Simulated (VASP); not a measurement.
# VASP 6.6.1 run: NaF

INCAR

```
IBRION = 2
ISIF = 3
PREC = Accurate
ENCUT = 600
NELM = 82
LREAL = .FALSE.
ISMEAR = -4
NBANDS = 14
LWAVE = .FALSE.
LASPH = .TRUE.
ALGO = Conjugate
GGA = AM
EDIFFG = -5E-3
SIGMA = 0.5
EDIFF = 1E-7
LCHARG = .FALSE.
NSW = 40
```

KPOINTS

```
KPOINTS created by Atomic Simulation Environment
0
Gamma
10 10 10
0 0 0
```

POSCAR

```
Na F
 1.0000000000000000
     2.5515591002000000    0.0000000000000000    0.0000000000000000
     0.0000000000000000    2.5515591002000000    0.0000000000000000
     0.0000000000000000    0.0000000000000000    2.5515591002000000
 Na  F
   1   1
Cartesian
  0.0000000000000000  0.0000000000000000  0.0000000000000000
  1.2757795501000000  1.2757795501000000  1.2757795501000000
```

The recommended PBE PAW datasets give the neutral cell 14 valence electrons.

Command

```
mpirun -np 1 vasp_std
```

OSZICAR

```
N       E                     dE             d eps       ncg     rms           ort
DAV:   1     0.108313290660E+03    0.10831E+03   -0.91485E+03   784   0.174E+03
DAV:   2    -0.392749847979E+01   -0.11224E+03   -0.10594E+03   784   0.376E+02
DAV:   3    -0.846653554473E+01   -0.45390E+01   -0.45320E+01   784   0.669E+01
DAV:   4    -0.849381094645E+01   -0.27275E-01   -0.27274E-01   784   0.541E+00
DAV:   5    -0.849399395086E+01   -0.18300E-03   -0.18300E-03   784   0.443E-01
SDA:   6    -0.657201631227E+01    0.19220E+01   -0.18300E-03   784   0.374E+01   0.000E+00
CGA:   7    -0.757889821465E+01   -0.10069E+01   -0.10131E+01   784   0.251E+00  -0.633E-01
CGA:   8    -0.766479584668E+01   -0.85898E-01   -0.86010E-01   784   0.714E-01  -0.928E-03
CGA:   9    -0.768542885151E+01   -0.20633E-01   -0.20614E-01   784   0.924E-02   0.222E-03
CGA:  10    -0.768822296742E+01   -0.27941E-02   -0.27937E-02   784   0.664E-03   0.509E-05
...
CGA:   2    -0.816176987842E+01   -0.37125E-01   -0.37245E-01   784   0.358E-01   0.197E-04
CGA:   3    -0.818044387393E+01   -0.18674E-01   -0.18716E-01   784   0.400E-02  -0.228E-03
CGA:   4    -0.818143254247E+01   -0.98867E-03   -0.98830E-03   784   0.473E-03  -0.429E-05
CGA:   5    -0.818159723194E+01   -0.16469E-03   -0.16457E-03   784   0.131E-03   0.395E-05
CGA:   6    -0.818163726289E+01   -0.40031E-04   -0.39997E-04   784   0.196E-04  -0.174E-05
CGA:   7    -0.818164464713E+01   -0.73842E-05   -0.74108E-05   784   0.256E-05  -0.421E-06
CGA:   8    -0.818164554556E+01   -0.89844E-06   -0.89913E-06   784   0.307E-06  -0.230E-07
CGA:   9    -0.818164565491E+01   -0.10934E-06   -0.11035E-06   784   0.492E-07  -0.291E-07
SDA:  10    -0.818164566134E+01   -0.64324E-08   -0.88293E-08   784   0.123E-07   0.178E-07
   4 F= -.81816457E+01 E0= -.81816457E+01  d E =-.493193E+00
```

From OUTCAR

```
k-points           NKPTS =     56   k-points in BZ     NKDIM =     56   number of bands    NBANDS=     14

   NELECT =      14.0000    total number of electrons

   dimension x,y,z NGX =    20 NGY =   20 NGZ =   20
   dimension x,y,z NGXF=    40 NGYF=   40 NGZF=   40

  energy-cutoff  :      600.00
  volume of cell :       22.73
      direct lattice vectors                 reciprocal lattice vectors
     2.832869184 -0.000000000 -0.000000000     0.352999004  0.000000000  0.000000000
    -0.000000000  2.832869184 -0.000000000     0.000000000  0.352999004 -0.000000000
    -0.000000000  0.000000000  2.832869184     0.000000000  0.000000000  0.352999004

 k-points in reciprocal lattice and weights: KPOINTS created by Atomic Simulation Env
   0.00000000  0.00000000  0.00000000       0.001
   0.10000000  0.00000000  0.00000000       0.006
   0.20000000  0.00000000  0.00000000       0.006
   0.30000000  0.00000000  0.00000000       0.006
   0.40000000  0.00000000  0.00000000       0.006
   0.50000000  0.00000000  0.00000000       0.003
   0.10000000  0.10000000  0.00000000       0.012
   0.20000000  0.10000000  0.00000000       0.024
   ...

 E-fermi :  -0.8002

 k-point     1 :       0.0000    0.0000    0.0000
  band No.  band energies     occupation
      1     -20.8396      2.00000
      2     -20.8396      2.00000
      3     -20.8396      2.00000
      4     -20.4362      2.00000
      5      -1.1728      2.00000
      6      -1.1728      2.00000
      7      -1.1728      2.00000
      8       5.0484      0.00000
      9      14.7134      0.00000
     10      14.7134      0.00000
     11      22.5131      0.00000
     12      22.5131      0.00000
     13      22.5131      0.00000
     14      29.8880      0.00000

 k-point     2 :       0.1000    0.0000    0.0000
  band No.  band energies     occupation
      1     -20.9566      2.00000
      2     -20.8371      2.00000
      3     -20.8371      2.00000
      4     -20.3144      2.00000
      5      -1.4426      2.00000
      6      -1.1615      2.00000
      7      -1.1615      2.00000
      8       5.3821      0.00000
      9      14.5382      0.00000
     10      14.8984      0.00000
     11      22.4820      0.00000
     12      22.4820      0.00000
     13      22.8105      0.00000
     14      28.8331      0.00000

 k-point     3 :       0.2000    0.0000    0.0000
  band No.  band energies     occupation
      1     -21.1481      2.00000
      2     -20.8304      2.00000
      3     -20.8304      2.00000
      4     -20.1029      2.00000
      5      -2.0664      2.00000
      6      -1.1306      2.00000
      7      -1.1306      2.00000
      8       6.2384      0.00000
      9      13.9538      0.00000
     10      15.4528      0.00000
     11      22.4082      0.00000
     12      22.4082      0.00000
     13      23.8172      0.00000
     14      26.6723      0.00000

 k-point     4 :       0.3000    0.0000    0.0000
  band No.  band energies     occupation
      1     -21.3160      2.00000
      2     -20.8220      2.00000
      3     -20.8220      2.00000
      4     -19.9071      2.00000
      5      -2.7306      2.00000
      6      -1.0919      2.00000
      7      -1.0919      2.00000
      8       7.3902      0.00000
      9      12.9544      0.00000
     10      16.3727      0.00000
     11      22.3109      0.00000
     12      22.3110      0.00000
     13      23.9046      0.00000
     14      25.8850      0.00000

 ...

  Total        0.0083667      0.0083667      0.0083667     -0.0000000     -0.0000000      0.0000000
  in kB        0.5896355      0.5896355      0.5896355     -0.0000000     -0.0000000      0.0000000
  external PRESSURE =       0.5896355 kB  Pullay stress =       0.0000000 kB

 POSITION                                       TOTAL-FORCE (eV/Angst)
 -----------------------------------------------------------------------------------
      0.00000      0.00000      0.00000         0.000000     -0.000000      0.000000
      1.41643      1.41643      1.41643        -0.000000      0.000000      0.000000
 -----------------------------------------------------------------------------------
    total drift:                                0.000000      0.000000      0.000000

  FREE ENERGIE OF THE ION-ELECTRON SYSTEM (eV)
  ---------------------------------------------------
  free  energy   TOTEN  =        -8.1816456613 eV

  energy  without entropy=       -8.1816456613  energy(sigma->0) =       -8.18164566
```

```
ionic step  ΔE (meV/atom)  volume (Å³)  largest force (eV/Å)  pressure (GPa)  electronic steps
         1            0.0        16.61                 0.000           33.76                15
         2         -235.5        21.18                 0.000            4.75                13
         3         -245.7        22.28                 0.000            1.29                10
         4         -246.6        22.73                 0.000            0.06                10
```

It converged. Results: relaxed cell vector lengths 2.833, 2.833, 2.833 Å; relaxed cell volume 22.73 Å³.

 The volume moved far on the plane waves of the start cell, so a restart from CONTCAR is due.

For comparison, a separate PBE relaxation on usual settings, not on those above, ends at 23.39 Å³.

The run above took about 40 s on one core of a shared host (Intel Xeon Platinum 8488C) and held 0.14 GiB at most.
